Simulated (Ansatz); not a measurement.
# Na (P6_3/mmc) in Ansatz: convergence with wavefunction cutoff

Aim: find how far wavefunction cutoff must go before the results for Na settle, at PBE. This setting moves, with any that are tied to it; all else stays.

Everything below comes from runs of Ansatz 0.2.0. Logs are shortened: lines on timing, memory, paths and dates and some standing lists are left out, and cuts for length are marked.

### 1 Starting point

The structure is hexagonal, space group P6_3/mmc (No. 194). Conventional cell: a = 3.767 Å, b = 3.767 Å, c = 6.154 Å, α = 90.00°, β = 90.00°, γ = 120.00°. Na (site symmetry -6m2) is surrounded by 12 Na at 3.77 Å.

This isn't the form of Na at room conditions, which is bcc.

### 2 With wavefunction cutoff 400 eV

File input.yaml:

```yaml
crystal:
  lattice:
    - [3.767, 0.0, 0.0]
    - [-1.8835, 3.2623176961, 0.0]
    - [0.0, 0.0, 6.154]
  atoms:
    - { symbol: Na, position: [0.6666666667, 0.3333333333, 0.75] }
    - { symbol: Na, position: [0.3333333333, 0.6666666667, 0.25] }
hamiltonian:
  xc: pbe
  pseudopotentials: { kind: paw, level: accurate }
kpoints:
  mp_grid: { grid: [7, 7, 4] }
scf:
  occupations: { method: gaussian, width: 0.05 }
output:
  forces: true
  stress: true
  eigenvalues: true
basis:
  ecutwfc: "400 eV"
```

Potentials or basis: Ansatz PAW earlier set.

Command:

```console
> ansatz run input.yaml --threads 2 --pin off --max-ram 5632MiB --backend cpu --events-out ev --progress --plain --runs-dir out
```

It took 1.5 s on 2 threads of Intel Xeon at 2.50GHz (Skylake/Cascade Lake), shared host; peak memory 0.33 GiB.

Results:

* Free energy: -2971.2575 eV
* Pressure: -0.1 GPa
* Band gap on the k mesh: none (metal or under the smearing width)

### 3 With wavefunction cutoff 500 eV

input.yaml, as its differences from that of step 2:

```diff
@@ -20,2 +20,2 @@
 basis:
-  ecutwfc: "400 eV"
+  ecutwfc: "500 eV"
```

Potentials or basis: Ansatz PAW earlier set.

Command:

```console
> ansatz run input.yaml --threads 2 --pin off --max-ram 5632MiB --backend cpu --events-out ev --progress --plain --runs-dir out
```

It took 1.7 s on 2 threads of Intel Xeon at 2.50GHz (Skylake/Cascade Lake), shared host; peak memory 0.36 GiB.

What came out:

```
Free energy            : -2972.7192 eV
Pressure               : -0.1 GPa
Band gap on the k mesh : none (metal or under the smearing width)
```

### 4 With wavefunction cutoff 600 eV

input.yaml, as its differences from that of step 3:

```diff
@@ -20,2 +20,2 @@
 basis:
-  ecutwfc: "500 eV"
+  ecutwfc: "600 eV"
```

Command:

```console
> ansatz run input.yaml --threads 2 --pin off --max-ram 5632MiB --backend cpu --events-out ev --progress --plain --runs-dir out
```

Wall time 2.3 s (2 threads of Intel Xeon at 2.50GHz (Skylake/Cascade Lake), shared host); peak memory 0.39 GiB.

Results:

```yaml
Free_energy: -2972.8718 eV
Pressure: -0.2 GPa
Band_gap_on_the_k_mesh: none (metal or under the smearing width)
```

### 5 With wavefunction cutoff 700 eV

input.yaml, as its differences from that of step 4:

```diff
@@ -20,2 +20,2 @@
 basis:
-  ecutwfc: "600 eV"
+  ecutwfc: "700 eV"
```

Command:

```console
> ansatz run input.yaml --threads 2 --pin off --max-ram 5632MiB --backend cpu --events-out ev --progress --plain --runs-dir out
```

Run time: 2.7 s. Hardware: 2 threads of Intel Xeon at 2.50GHz (Skylake/Cascade Lake), shared host; peak memory 0.41 GiB.

What came out:

| Quantity | Value |
| --- | --- |
| Free energy | -2972.8793 eV |
| Pressure | -0.2 GPa |
| Band gap on the k mesh | none (metal or under the smearing width) |

### 6 With wavefunction cutoff 850 eV

input.yaml, as its differences from that of step 5:

```diff
@@ -20,2 +20,2 @@
 basis:
-  ecutwfc: "700 eV"
+  ecutwfc: "850 eV"
```

Potentials or basis: Ansatz PAW earlier set.

Command:

```console
> ansatz run input.yaml --threads 2 --pin off --max-ram 5632MiB --backend cpu --events-out ev --progress --plain --runs-dir out
```

Run time: 3.5 s. Hardware: 2 threads of Intel Xeon at 2.50GHz (Skylake/Cascade Lake), shared host; peak memory 0.48 GiB.

Results (log left out):

```yaml
Free_energy: -2972.8796 eV
Pressure: -0.2 GPa
Band_gap_on_the_k_mesh: none (metal or under the smearing width)
```

### 7 With wavefunction cutoff 1000 eV

input.yaml, as its differences from that of step 6:

```diff
@@ -20,2 +20,2 @@
 basis:
-  ecutwfc: "850 eV"
+  ecutwfc: "1000 eV"
```

Command:

```console
> ansatz run input.yaml --threads 2 --pin off --max-ram 5632MiB --backend cpu --events-out ev --progress --plain --runs-dir out
```

Wall time 4.6 s (2 threads of Intel Xeon at 2.50GHz (Skylake/Cascade Lake), shared host); peak memory 0.51 GiB.

It converged, with:

```yaml
Free_energy: -2972.8796 eV
Pressure: -0.2 GPa
Band_gap_on_the_k_mesh: none (metal or under the smearing width)
```

### 8 With wavefunction cutoff 1200 eV

input.yaml, as its differences from that of step 7:

```diff
@@ -20,2 +20,2 @@
 basis:
-  ecutwfc: "1000 eV"
+  ecutwfc: "1200 eV"
```

Command:

```console
> ansatz run input.yaml --threads 2 --pin off --max-ram 5632MiB --backend cpu --events-out ev --progress --plain --runs-dir out
```

Run time: 6 s. Hardware: 2 threads of Intel Xeon at 2.50GHz (Skylake/Cascade Lake), shared host; peak memory 0.57 GiB.

Results (log left out):

```
Free energy            : -2972.8798 eV
Pressure               : -0.2 GPa
Band gap on the k mesh : none (metal or under the smearing width)
```

### 9 With wavefunction cutoff 1400 eV

input.yaml, as its differences from that of step 8:

```diff
@@ -20,2 +20,2 @@
 basis:
-  ecutwfc: "1200 eV"
+  ecutwfc: "1400 eV"
```

Potentials or basis: Ansatz PAW earlier set.

Command:

```console
> ansatz run input.yaml --threads 2 --pin off --max-ram 5632MiB --backend cpu --events-out ev --progress --plain --runs-dir out
```

Wall time 7.7 s (2 threads of Intel Xeon at 2.50GHz (Skylake/Cascade Lake), shared host); peak memory 0.66 GiB.

Results (log left out):

- Free energy: -2972.8799 eV
- Pressure: -0.2 GPa
- Band gap on the k mesh: none (metal or under the smearing width)

### 10 With wavefunction cutoff 1700 eV

input.yaml, as its differences from that of step 9:

```diff
@@ -20,2 +20,2 @@
 basis:
-  ecutwfc: "1400 eV"
+  ecutwfc: "1700 eV"
```

Potentials or basis: Ansatz PAW earlier set.

Command:

```console
> ansatz run input.yaml --threads 2 --pin off --max-ram 5632MiB --backend cpu --events-out ev --progress --plain --runs-dir out
```

Output:

```text
Warning: RAYON_NUM_THREADS=2 ignored (pool sized by the plan → 2); use --threads N
Engine: ansatz 0.2.0, x86_64-unknown-linux-gnu
Pseudopotentials: kind: paw, level: accurate
Pseudopotential: Na, paw, valence charge 9, recommended cutoff 760 eV (high), Na.paw.azcp
Functional definition: PBE
  parameter kappa = 0.804
  parameter beta = 0.06672455060314922
  exchange = pbe_x(kappa = kappa, mu = beta*pi^2/3)
  correlation = pbe_c(beta = beta)
Crystal: 2 atoms, lattice volume = 75.627 Å³
Basis set: ecut = 1700 eV, 12065 PW (Γ), exchange–correlation on 120×120×192 points (8 copies of the dense FFT grid, shifted against one another)
Bands: 13, of which v1, the nominal top of the filled ones, is band 9 counted from 1 (8 counted from 0)
Symmetry: 24 space group operations
Space group: P63/mmc (ITA 194), of the structure as read, at distance tolerance 4.2e-5 Å
k-points: 24 of 196
Non-local potential: Na, projectors of the file, l = 0: 2, l = 1: 2, l = 2: 2, l = 3: 1
PAW form: soft (Blöchl's): semilocal exchange-correlation on the pseudo side does not see the compensation charge
PAW one-centre angular grid: Na, 194 points (default); XC on 64 Gauss nodes
Initial density: superposition of atomic densities (chi_scale 0.1, normalization cell)
Initial wavefunctions: pseudopotential atomic-orbital guess
Functional: x = pbe(κ = 0.804, μ = 0.2195149727645171), c = pbe(β = 0.06672455060314922)
SCF iter   1: F=—  HF=-2972.885283 eV  |F-HF|=—  |Δ(HF+E_count)|=         —  Δρ=4.64e-3  dr2=2.43e-2  ethr=3.10e-3  ⟨swp⟩=3.3  Hψ=1500  notcnv=0
preconditioner: auto → none  [insulator: Δε(μ)=0.280 eV  Ē_g=4.789 eV  σ=0.050 eV  W_gap=0.75  n_scr=10 (ndim 8)  ℏωp=6.0 eV  f_vac=0.000  D(μ)=1.12/eV (n_scr^D=2)  ε∞_Penn≈2.6]
SCF iter   2: F=—  HF=-2972.880162 eV  |F-HF|=—  |Δ(HF+E_count)|=   5.12e-3  Δρ=2.10e-3  dr2=4.29e-3  ethr=1.35e-4  ⟨swp⟩=3.0  Hψ=750  notcnv=0  defer=6
SCF iter   3: F=—  HF=-2972.879985 eV  |F-HF|=—  |Δ(HF+E_count)|=   1.77e-4  Δρ=4.62e-4  dr2=2.20e-4  ethr=2.38e-5  ⟨swp⟩=1.0  Hψ=305  notcnv=0  defer=7
SCF iter   4: F=—  HF=-2972.879975 eV  |F-HF|=—  |Δ(HF+E_count)|=   9.95e-6  Δρ=5.23e-5  dr2=8.46e-7  ethr=1.22e-6  ⟨swp⟩=2.7  Hψ=536  notcnv=0  defer=7
SCF iter   5: F=—  HF=-2972.879975 eV  |F-HF|=—  |Δ(HF+E_count)|=   6.33e-8  Δρ=7.49e-6  dr2=1.35e-8  ethr=5.56e-10  ⟨swp⟩=5.8  Hψ=1371  notcnv=0
SCF iter   6: F=-2972.879975 eV  HF=-2972.879975 eV  |F-HF|=1.23e-11  |Δ(HF+E_count)|=   5.33e-9  Δρ=5.57e-7  dr2=6.59e-11  ethr=7.51e-11  ⟨swp⟩=1.7  Hψ=930  notcnv=0
SCF 1 converged in 6 iterations: F = -2972.879975 eV  dr2 = 6.59e-11
SCF converged after 6 iterations
Free energy (F): -2972.879975 eV
Harris-Foulkes:  -2972.879975 eV  (|F-HF|=1.23e-11)
Internal energy: -2972.878576 eV  (E = F + TS)
E sigma→0 (E₀):  -2972.879275 eV
Entropy (-TS):   -0.001399 eV (-0.700 meV/atom)
Fermi energy:    1.380786 eV
--- Per-component energies (eV) ---
  E_band       = -487.063243
  E_kinetic    = 510.448829
  E_local      = -3272.027383  (includes V_loc(G=0)·N_el)
  E_nonlocal   = 337.770882
  E_hartree    = 1251.895927
  E_xc         = -149.658920
  E_vxc        = -193.214063  (∫ρ·V_xc dr)
  E_paw        = -647.672056  (= ΣΔE_a)
  E_vpaw       = -373.833833  (= ΣTr[D̂ρ^β])
  E_aug_tail   = 0.000006  (compensation charges beyond the density's cutoff)
  E_ewald      = -1003.635862
  E_smearing   = -0.001399  (= −TS)
  E_closure    = -0.000000  (closes the sum)
  Σ components = -2972.879975   (vs F -2972.879975, Δ=0.00e0)
--- Forces (eV/Å), atoms counted from 1 ---
  atom   1  Na     0.00000000    -0.00000000    -0.00000000
  atom   2  Na     0.00000000     0.00000000     0.00000000
  max |Σ_I F_I| component: 7.23e-20 eV/Å
--- Stress (GPa, compression-positive) ---
       -0.250758       0.000000       0.000000
        0.000000      -0.250758       0.000000
        0.000000       0.000000       0.030040
  P = ⅓ Tr σ = -0.1572 GPa (-1.572 kbar)
--- Band table (eV; the first three rows and the last of 24) ---
  k-point 0: bands = ["-51.5276", "-51.5260", "-23.4658", "-23.4385", "-23.4385", "-23.4340", "-23.4340", "-23.4334", "-1.7517", "2.0329", "2.4212", "11.3558", "11.3558"]
  k-point 1: bands = ["-51.5274", "-51.5262", "-23.4611", "-23.4381", "-23.4379", "-23.4379", "-23.4347", "-23.4347", "-1.4960", "0.5072", "4.3838", "9.8448", "11.5451"]
  k-point 2: bands = ["-51.5268", "-51.5268", "-23.4497", "-23.4497", "-23.4363", "-23.4363", "-23.4363", "-23.4363", "-0.7360", "-0.7360", "6.9375", "6.9375", "11.9397"]
  k-point 23: bands = ["-51.5256", "-51.5256", "-23.4606", "-23.4606", "-23.4513", "-23.4513", "-23.4399", "-23.4399", "2.6421", "2.6421", "4.3321", "4.3321", "5.0646"]
```

It took 11 s on 2 threads of Intel Xeon at 2.50GHz (Skylake/Cascade Lake), shared host; peak memory 0.79 GiB.

What came out:

| Item | Value |
| --- | --- |
| Free energy | -2972.8800 eV |
| Pressure | -0.2 GPa |
| Band gap on the k mesh | none (metal or under the smearing width) |

### 11 The series at a glance

| wavefunction cutoff | energy less the tightest run, at zero smearing (meV/atom) | SCF cycles | CPU time (s) | peak memory (GiB) |
| --- | --- | --- | --- | --- |
| 400 eV | 811.25 | 6 | 2.4 | 0.33 |
| 500 eV | 80.38 | 6 | 2.9 | 0.36 |
| 600 eV | 4.07 | 6 | 4 | 0.39 |
| 700 eV | 0.35 | 6 | 4.8 | 0.41 |
| 850 eV | 0.20 | 6 | 6.3 | 0.48 |
| 1000 eV | 0.16 | 6 | 8.3 | 0.51 |
| 1200 eV | 0.08 | 6 | 11 | 0.57 |
| 1400 eV | 0.05 | 6 | 14 | 0.66 |
| 1700 eV | 0.00 | 6 | 20 | 0.79 |

Against the tightest run, the energy stays within 1 meV/atom from 700 eV on. The tightest run that finished is the yardstick and may itself not be fully converged.
